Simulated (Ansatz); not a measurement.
Write a Python script for the Python package of Ansatz (0.2.0) that makes a scan of the Hubbard U of IrO2, space group P4_2/mnm. Level of theory (first run): PBEsol, PAW, cutoff 327 eV, 5×5×7 k-points, Fermi-Dirac smearing of 0.1 eV.

```xyz
6
Lattice="4.5051 0.0000 0.0000 0.0000 4.5051 0.0000 0.0000 0.0000 3.1586" Properties=species:S:1:pos:R:3 pbc="T T T"
Ir    0.0000    0.0000    0.0000
Ir    2.2525    2.2525    1.5793
O     1.3862    1.3862    0.0000
O     0.8663    3.6388    1.5793
O     3.1189    3.1189    0.0000
O     3.6388    0.8663    1.5793
```

The script, `plus_u.py`:
```python
"""DFT+U scan for IrO2."""

import ansatz as az
import numpy as np


def count_gap(report):
    # lowest empty less highest filled band, counting bands; zero where they overlap
    return max(report.get("gap_by_band_count_ev") or 0.0, 0.0)

cell = (
    az.Lattice.of([4.5051, 0.0, 0.0], [0.0, 4.5051, 0.0], [0.0, 0.0, 3.1586])
    .atom("Ir", [0.0, 0.0, 0.0])
    .atom("Ir", [0.5, 0.5, 0.5])
    .atom("O", [0.3077, 0.3077, 0.0])
    .atom("O", [0.1923, 0.8077, 0.5])
    .atom("O", [0.6923, 0.6923, 0.0])
    .atom("O", [0.8077, 0.1923, 0.5])
)

calc = (
    cell.calculation()
    .functional("pbesol")
    .basis(24 * az.Ry)
    .kpoints(5, 5, 7)
    .occupations("fermi_dirac", width=100 * az.meV)
    .mixing("msr1")
    .scf(max_iterations=200)
    .band_table()
)
rows = []
for u in [0.0, 2.0, 4.0, 6.0]:
    data = calc.hubbard("Ir", "d", u_eff=u, projectors="atomic").run().report
    shell = data["hubbard"]["n_scf"]
    rows.append((u, count_gap(data), sum(shell) / len(shell), data["n_iterations"]))
print("      U_eff eV  gap by band count eV  Ir d occupation (projector)      iterations")
for row in rows:
    print(f"{str(row[0]):>14s}  {row[1]:20.3f}  {row[2]:27.4f}  {row[3]:14d}")
```

Running `python plus_u.py` prints:
```text
DeckWarning: basis.ecutwfc = 326.536634951856 eV is below the records' recommended 420 eV, and the density's cutoff is lower with it unless basis.ecutrho_ratio is high enough to keep the records' density cutoff: compare with a run at a higher cutoff
      U_eff eV  gap by band count eV  Ir d occupation (projector)      iterations
           0.0                 0.000                       7.9644               8
           2.0                 0.000                       8.0182               8
           4.0                 0.000                       8.0695               8
           6.0                 0.000                       8.1183               9
```
(Warnings from the package without file and line.)

What to keep in mind:
- The cutoff lies under the one recommended for these potentials.
- No spin polarisation was allowed.
- U, its shell and the double counting are chosen to explore, and aren't derived for this compound.
- For a metal this k-point mesh is coarse: on a finer one energies can move by several to tens of meV an atom and pressures by half a GPa or more, differences at one mesh by less.
- A gap by band count of zero or less means overlapping bands, a metal.
- A Hubbard U without spin forces both spins into the same orbitals, which can open a gap or pick a state that a spin-polarised run wouldn't.
- The structure is a deposited one; some such entries were measured under pressure or heat, so a shift against it needn't be the functional's error alone.
- Levels are Kohn-Sham eigenvalues on this mesh, without spin-orbit coupling.
- Shell occupations and the effect of U depend on the projectors; a run with no .spin step is spin-unpolarised, and each U may end in a state that isn't the lowest.
- Timing: 9.2 s on 1 thread of Arm Neoverse V1, on a shared host, peak memory 0.38 GiB.
